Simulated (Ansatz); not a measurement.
**CdS (F-43m) under pressure**

```
CELL_PARAMETERS angstrom
2.87826 2.87826 0.00000
-2.87826 2.87826 0.00000
0.00000 2.87826 2.87826
ATOMIC_POSITIONS crystal
Cd 0.00000 0.00000 0.00000
S 0.75000 0.25000 0.50000
```

This is the zero-pressure cell under LDA. Cell and atoms are relaxed by PAW (default files of Ansatz 0.2.0, cutoff 420 eV, stress met within about 0.05 GPa) at each pressure, in this structure whether or not another phase would take over; P is the pressure reached, less that of this cell. Levels come from LDA, all-electron LAPW in Ansatz 0.2.0, scalar-relativistic; k mesh 8×8×8, fixed occupations, basis error target 0.5 meV/atom. Conduction levels are in eV over the valence top (at Γ), at fixed fractional wave vectors. Zone-centre phonons come from finite displacements by PAW, without the LO-TO term.

| P (GPa) | V/V₀ | Γ | L | X | T2 TO (cm⁻¹) |
| --- | --- | --- | --- | --- | --- |
| -1.99 | 1.0320 | 0.880 | 2.772 | 3.301 | 230.4 |
| 0.00 | 1.0000 | 0.945 | 2.815 | 3.247 | 244.1 |
| 2.04 | 0.9723 | 1.003 | 2.849 | 3.197 | 256.6 |
| 3.96 | 0.9496 | 1.049 | 2.876 | 3.153 | 267.4 |
| 6.99 | 0.9189 | 1.113 | 2.909 | 3.088 | 282.8 |
| 9.97 | ? | ? | ? | ? | ? |
| 15.00 | 0.8568 | 1.238 | 2.961 | 2.941 | 316.9 |

**Question.** Fit the third-order Birch-Murnaghan equation to the rows shown.

**Answer.** With f = [(V₀/V)^(2/3) − 1]/2, the normalised pressure F = P/[3f(1 + 2f)^(5/2)] is 67.4 GPa at f = -0.0104, 68.6 GPa at f = 0.0095, 69.1 GPa at f = 0.0175, 69.8 GPa at f = 0.0290, 71.2 GPa at f = 0.0543. The line F = B₀[1 + (3/2)(B′ − 4)f] gives B₀ = 68.1 GPa and B′ = 4.6.

**Question.** What are the volume deformation potentials and pressure coefficients of these levels at zero pressure?

**Answer.** 

| level | dE/dlnV (eV) | dE/dP = −(dE/dlnV)/B₀ (meV/GPa) | mean slope up to 2.0 GPa (meV/GPa) |
| --- | --- | --- | --- |
| Γ | -2.06 | 30.3 | 28.1 |
| L | -1.29 | 19.0 | 17.0 |
| X | 1.75 | -25.7 | -24.7 |

dE/dlnV is the slope of a cubic fit in ln V at V₀. The last column is read from two rows and shows how the slope bends with pressure.

**Question.** What mode Grüneisen parameters follow?

**Answer.** γ = −d ln ω/d ln V at V₀ from a quadratic fit in ln V: T2 1.80.

**Question.** Fill the row at 9.97 GPa.

**Answer.** The fits give V/V₀ = 0.8931 and Γ = 1.165 eV. Computed: V/V₀ = 0.8931, Γ = 1.165, L = 2.933, X = 3.030, T2 TO (cm⁻¹) = 296.4.

Caveats: this zinc-blende form is metastable at ambient conditions; no other phase was computed; many crystals of this kind change structure within this range, and rows or crossings beyond such a change describe a metastable lattice; no spin-orbit coupling on heavy atoms; the frozen-core PAW files of the relaxations were fitted under PBE, their cores solved anew for this functional; semilocal gaps are low, and the spacing of valleys can be off by tenths of an eV; levels are read at fixed fractional k, so an edge that moves off these points is missed.
